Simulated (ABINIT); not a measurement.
Runs of ABINIT 10.8.3 (patched build) on AlAu. It takes space group Pm-3m (No. 221, cubic). Conventional cell: a = 3.224 Å, b = 3.224 Å, c = 3.224 Å, α = 90.00°, β = 90.00°, γ = 90.00°. Around Au (site symmetry m-3m) lie 8 Al at 2.79 Å. Al (site symmetry m-3m) is surrounded by 8 Au at 2.79 Å. The cell comes from a database or a generator and needn't be the stable form of this composition.

| task | level | potentials or basis | cell | k mesh | cutoff (eV) | smearing | cell freedom (optcell) | optimiser (ionmov) | cutoff smearing ecutsm (Ha) | force stop (Ha/bohr) | stop of the response cycle (tolvrs) | gap on the mesh (eV) | pressure (GPa) | relaxed volume (Å³/atom) |
| --- | --- | --- | --- | --- | --- | --- | --- | --- | --- | --- | --- | --- | --- | --- |
| relaxation of cell and atoms | PBEsol | PseudoDojo NC SR PBEsol v0.4.1 standard | relaxed | 6 × 6 × 6 | 1034 | fermi-dirac 0.05 eV | 2 | 2 | 0.5 | 2e-05 | - | none | 0.0 | 16.03 |
| phonon dispersion | LDA | PseudoDojo NC SR LDA v0.4.1 standard | as given | 8 × 8 × 8 | 952 | cold (ABINIT) 0.2 eV | - | - | - | - | 1e-09 | none | -8.2 | - |
| single point | LDA | PseudoDojo NC SR LDA v0.4.1 standard | as given | 6 × 6 × 6 | 952 | fermi-dirac 0.05 eV | - | - | - | - | - | none | -8.7 | - |
| relaxation of cell and atoms | LDA | PseudoDojo NC SR LDA v0.4.1 standard | relaxed | 6 × 6 × 6 | 952 | fermi-dirac 0.05 eV | 2 | 2 | 0.5 | 2e-05 | - | none | 0.0 | (a) |

Alike in all rows: no spin polarisation.

Q: Estimate the missing entries.

A: (a) 15.65.

Caveats: some modes are imaginary (some runs); the cell is more than 3 GPa from zero pressure, which shifts response properties (some runs).

A k mesh can miss the band edges, and the runs leave out spin-orbit coupling on Au.

A gap of «none» marks a metal or a gap under the smearing width.

Not every run made on this cell is shown here.
